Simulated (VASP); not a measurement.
# V (Im-3m) in VASP: elastic constants with LDA

Aim: the elastic constants of V with LDA.

Everything below comes from runs of VASP 6.6.1. Logs are shortened: lines on timing, memory, paths and dates and some standing lists are left out, and cuts for length are marked.

## Step 1: The structure

The structure is cubic, space group Im-3m (No. 229). The conventional cell has a = 3.026 Å, b = 3.026 Å, c = 3.026 Å, α = 90.00°, β = 90.00°, γ = 90.00°. Around V (site symmetry m-3m) lie 8 V at 2.62 Å.

## Step 2: Elastic constants, LDA

Contents of POSCAR:

```
V
1.0
   -1.5129450000      1.5129450000      1.5129450000
    1.5129450000     -1.5129450000      1.5129450000
    1.5129450000      1.5129450000     -1.5129450000
V
1
Direct
    0.0000000000      0.0000000000      0.0000000000
```

Contents of INCAR.step1:

```
PREC = Accurate
ENCUT = 600
EDIFF = 1E-8
ISMEAR = 0
SIGMA = 0.1
LREAL = F
LASPH = T
NELM = 100
ALGO = Normal
ISIF = 3
LWAVE = F
LCHARG = F
GGA = CA
IBRION = 2
NSW = 40
EDIFFG = -0.002
```

Contents of INCAR.step2:

```
PREC = Accurate
ENCUT = 600
EDIFF = 1E-8
ISMEAR = 0
SIGMA = 0.1
LREAL = F
LASPH = T
NELM = 100
ALGO = Normal
ISIF = 3
LWAVE = F
LCHARG = F
GGA = CA
IBRION = 6
NFREE = 2
POTIM = 0.015
NSW = 1
```

Contents of KPOINTS:

```
regular mesh
0
Gamma
  8 8 8
```

Potentials or basis: VASP PAW LDA potentials, release 64 (V_sv).

Command:

```bash
cat potpaw_LDA.64/V_sv/POTCAR > POTCAR
cp INCAR.step1 INCAR
mpirun -np 1 vasp_std > vasp.out
cp CONTCAR POSCAR
cp INCAR.step2 INCAR
mpirun -np 1 vasp_std > vasp.out
```

OUTCAR:

```text
PREC = Accurate
   ENCUT = 600
   EDIFF = 1E-8
   ISMEAR = 0
   LREAL = F
   LASPH = T
   NELM = 100
   ISIF = 3
   GGA = CA
   IBRION = 6
   NFREE = 2
   POTIM = 0.015
   NSW = 1

 ion  position               nearest neighbor table
   1  0.000  0.000  0.000-

  LATTYP: Found a body centered cubic cell.
 ALAT       =     2.9230669803

  Lattice vectors:

 A1 = (  -1.4615334901,   1.4615334901,   1.4615334901)
 A2 = (   1.4615334901,  -1.4615334901,   1.4615334901)
 A3 = (   1.4615334901,   1.4615334901,  -1.4615334901)

Analysis of symmetry for initial positions (statically):
=====================================================================
 Subroutine PRICEL returns:
 Original cell was already a primitive cell.

 Routine SETGRP: Setting up the symmetry group for a
 body centered cubic supercell.

 Subroutine GETGRP returns: Found 48 space group operations
 (whereof 48 operations were pure point group operations)
 out of a pool of 48 trial point group operations.

The static configuration has the point symmetry O_h .

Analysis of symmetry for dynamics (positions and initial velocities):
=====================================================================
 Subroutine PRICEL returns:
 Original cell was already a primitive cell.

 Routine SETGRP: Setting up the symmetry group for a
 body centered cubic supercell.

 Subroutine GETGRP returns: Found 48 space group operations
 (whereof 48 operations were pure point group operations)
 out of a pool of 48 trial point group operations.

The dynamic configuration has the point symmetry O_h .

 Subroutine INISYM returns: Found 48 space group operations
 (whereof 48 operations are pure point group operations),
 and found     1 'primitive' translations

----------------------------------------------------------------------------------------

                                     Primitive cell

  volume of cell :      12.4878

  direct lattice vectors                    reciprocal lattice vectors
    -1.461533490  1.461533490  1.461533490     0.000000000  0.342106427  0.342106427
     1.461533490 -1.461533490  1.461533490     0.342106427  0.000000000  0.342106427
     1.461533490  1.461533490 -1.461533490     0.342106427  0.342106427  0.000000000

  length of vectors
     2.531450262  2.531450262  2.531450262     0.483811549  0.483811549  0.483811549

  position of ions in fractional coordinates (direct lattice)
     0.000000000  0.000000000  0.000000000

  ion indices of the primitive-cell ions
   primitive index   ion index
                 1           1

----------------------------------------------------------------------------------------

 KPOINTS: regular mesh

Automatic generation of k-mesh.
 Grid dimensions read from file:
 generate k-points for:    8    8    8

 Generating k-lattice:

  Cartesian coordinates                     Fractional coordinates (reciprocal lattice)
     0.000000000  0.042763303  0.042763303     0.125000000  0.000000000  0.000000000
     0.042763303  0.000000000  0.042763303     0.000000000  0.125000000  0.000000000
     0.042763303  0.042763303  0.000000000     0.000000000  0.000000000  0.125000000

  Length of vectors
     0.060476444  0.060476444  0.060476444

  Shift w.r.t. Gamma in fractional coordinates (k-lattice)
     0.000000000  0.000000000  0.000000000
[... 91 lines left out ...]

 number of electron      13.0000010 magnetization

 Free energy of the ion-electron system (eV)
  ---------------------------------------------------
  ext. energy  EPLUGINS =         0.00000000
  ---------------------------------------------------
  free energy    TOTEN  =        -9.97733008 eV

  energy without entropy =       -9.97082032  energy(sigma->0) =       -9.97407520

------------------------ aborting loop because EDIFF is reached ----------------------------------------

  FORCE on cell =-STRESS in cart. coord.  units (eV):
  Direction    XX          YY          ZZ          XY          YZ          ZX
  --------------------------------------------------------------------------------------
  -------------------------------------------------------------------------------------
  Total        0.0044625      0.0044625      0.0044625     -0.0000000      0.0000000     -0.0000000
  in kB        0.5725334      0.5725334      0.5725334     -0.0000000      0.0000000     -0.0000000
  external PRESSURE =       0.5725334 kB  Pullay stress =       0.0000000 kB
[... 86 lines left out ...]
  FREE ENERGIE OF THE ION-ELECTRON SYSTEM (eV)
  ---------------------------------------------------
  free  energy   TOTEN  =        -9.9741707502 eV

  energy  without entropy=       -9.9683163707  energy(sigma->0) =       -9.97124356

[... ionic steps 4 to 12 ...]

--------------------------------------- Ionic step       13  -------------------------------------------

 number of electron      13.0000009 magnetization

------------------------ aborting loop because EDIFF is reached ----------------------------------------
[... 65 lines left out ...]
--------------------------------------- Ionic step       15  -------------------------------------------

 number of electron      13.0000005 magnetization

 Free energy of the ion-electron system (eV)
  ---------------------------------------------------
  ext. energy  EPLUGINS =         0.00000000
  ---------------------------------------------------
  free energy    TOTEN  =        -9.97732446 eV

  energy without entropy =       -9.97081470  energy(sigma->0) =       -9.97406958

 E-fermi :  10.4390     XC(G=0): -13.6453

 val. band max:       10.4345281222   @ k =   0.2500   0.0000   0.0000
 cond. band min:      10.5746385038   @ k =  -0.2500   0.3750   0.1250
 fundamental gap:      0.1401103817
 Fermi energy:        10.4389531507

 k-point     1 :       0.0000    0.0000    0.0000
  band No.  band energies     occupation
      1     -52.4046      2.00000
      2     -25.9648      2.00000
      3     -25.9648      2.00000
      4     -25.9648      2.00000
      5       3.8027      2.00000
      6      10.8732      0.00000
      7      10.8732      0.00000
      8      10.8732      0.00000
      9      13.0686      0.00000
     10      13.0686      0.00000
[... 287 lines left out ...]
 k-point    24 :      -0.3750    0.3750    0.2500
  band No.  band energies     occupation
      1     -52.0650      2.00000
      2     -26.8292      2.00000
      3     -26.4877      2.00000
      4     -26.3859      2.00000
      5       8.1290      2.00000
      6       8.7781      2.00000
      7      11.3865      0.00000
      8      12.0434      0.00000
      9      13.9443      0.00000
     10      16.0279      0.00000

 [... further k-points ...]
[... 5 lines left out ...]
  --------------------------------------------------------------------------------------
  -------------------------------------------------------------------------------------
  Total        0.0048904      0.0048904      0.0048904      0.0000000      0.0000000     -0.0000000
  in kB        0.6274380      0.6274380      0.6274380      0.0000000      0.0000000     -0.0000000
  external PRESSURE =       0.6274380 kB  Pullay stress =       0.0000000 kB
[... 16 lines left out ...]
  FREE ENERGIE OF THE ION-ELECTRON SYSTEM (eV)
  ---------------------------------------------------
  free  energy   TOTEN  =        -9.9773244634 eV

  energy  without entropy=       -9.9708146954  energy(sigma->0) =       -9.97406958

 INTERNAL STRAIN TENSORS FROM STRAINED CELLS
 ============================================

 INTERNAL STRAIN TENSOR FOR ION    1 for displacements in x,y,z  (eV/Angst):
          X           Y           Z          XY          YZ          ZX
  --------------------------------------------------------------------------------
  x    -0.00000     0.00000    -0.00000     0.00000    -0.00000     0.00000
  y    -0.00000    -0.00000    -0.00000     0.00000    -0.00000    -0.00000
  z     0.00000     0.00000     0.00000    -0.00000    -0.00000     0.00000

 INTERNAL STRAIN TENSORS FROM DISPLACED ATOMS
 ============================================

 INTERNAL STRAIN TENSOR FOR ION    1 for displacements in x,y,z  (eV/Angst):
          X           Y           Z          XY          YZ          ZX
  --------------------------------------------------------------------------------
  x     0.00000     0.00000     0.00000     0.00000     0.00000     0.00000
  y     0.00000     0.00000     0.00000     0.00000     0.00000     0.00000
  z     0.00000     0.00000     0.00000     0.00000     0.00000     0.00000

 Eigenvectors and eigenvalues of the dynamical matrix
 ----------------------------------------------------

   1 f  =    0.000000 THz     0.000000 2PiTHz    0.000000 cm-1     0.000000 meV
             X         Y         Z           dx          dy          dz
      0.000000  0.000000  0.000000     0.707107   -0.707107    0.000000

   2 f  =    0.000000 THz     0.000000 2PiTHz    0.000000 cm-1     0.000000 meV
             X         Y         Z           dx          dy          dz
      0.000000  0.000000  0.000000    -0.707107   -0.707107    0.000000

   3 f  =    0.000000 THz     0.000000 2PiTHz    0.000000 cm-1     0.000000 meV
             X         Y         Z           dx          dy          dz
      0.000000  0.000000  0.000000     0.000000    0.000000    1.000000

--------------------------------------------------------------------------------------------------------

 ELASTIC MODULI CONTR FROM IONIC RELAXATION (kBar)
 Direction    XX          YY          ZZ          XY          YZ          ZX
 --------------------------------------------------------------------------------
 XX           0.0000      0.0000      0.0000      0.0000      0.0000      0.0000
 YY           0.0000      0.0000      0.0000      0.0000      0.0000      0.0000
 ZZ           0.0000      0.0000      0.0000      0.0000      0.0000      0.0000
 XY           0.0000      0.0000      0.0000      0.0000      0.0000      0.0000
 YZ           0.0000      0.0000      0.0000      0.0000      0.0000      0.0000
 ZX           0.0000      0.0000      0.0000      0.0000      0.0000      0.0000
 --------------------------------------------------------------------------------

 TOTAL ELASTIC MODULI (kBar)
 Direction    XX          YY          ZZ          XY          YZ          ZX
 --------------------------------------------------------------------------------
 XX        3445.8060   1553.7497   1553.7497      0.0000      0.0000     -0.0000
 YY        1553.7497   3445.8060   1553.7497     -0.0000      0.0000      0.0000
 ZZ        1553.7497   1553.7497   3445.8060      0.0000     -0.0000     -0.0000
 XY           0.0000     -0.0000      0.0000    610.0051      0.0000     -0.0000
 YZ           0.0000      0.0000     -0.0000      0.0000    610.0051      0.0000
 ZX          -0.0000      0.0000     -0.0000     -0.0000      0.0000    610.0051
 --------------------------------------------------------------------------------
```

Wall time 53 s (1 thread of Intel Xeon 6975P-C (Granite Rapids), shared host); peak memory 0.16 GiB.

What came out:

```
Relaxed volume                         : 12.49 Å³/atom
Relaxed cell                           : a = 2.531 Å, b = 2.531 Å, c = 2.531 Å, α = 109.47°, β = 109.47°, γ = 109.47°
Space group after relaxing (to 0.05 Å) : Im-3m (No. 229)
Elastic constants C11, C12, C44        : 345, 155, 61 GPa
Voigt bulk modulus                     : 218 GPa
```

Step by step:
| step | energy change (eV) | largest force (eV/Å) | pressure (GPa) | volume (Å³) |
| --- | --- | --- | --- | --- |
| 1 | 0.0000 | 0.0000 | -18.17 | 13.85 |
| 2 | 0.0805 | 0.0000 | 38.16 | 10.94 |
| 3 | -0.0848 | 0.0000 | -0.76 | 12.53 |
| 4 | -0.0849 | 0.0000 | -0.11 | 12.49 |
| 5 | -0.0849 | 0.0000 | 0.36 | 12.47 |
| 6 | -0.0848 | 0.0000 | -0.43 | 12.51 |
| 7 | -0.0849 | 0.0000 | 0.01 | 12.49 |

Final structure:
```
V
1.0
    -1.46153    1.46153    1.46153
     1.46153   -1.46153    1.46153
     1.46153    1.46153   -1.46153
V
1
Direct
  0.00000 0.00000 0.00000
```

Elastic tensor in Voigt notation (GPa, in the Cartesian axes of the cell as first typed):
```
345 155 155   0   0   0
155 345 155   0   0   0
155 155 345   0   0   0
  0   0   0  61   0   0
  0   0   0   0  61   0
  0   0   0   0   0  61
```

Clamped-ion elastic tensor (GPa):
```
345 155 155   0   0   0
155 345 155   0   0   0
155 155 345   0   0   0
  0   0   0  61   0   0
  0   0   0   0  61   0
  0   0   0   0   0  61
```

Caveat: the k mesh is coarse (spacing up to 0.37 Å⁻¹), so the values aren't converged.
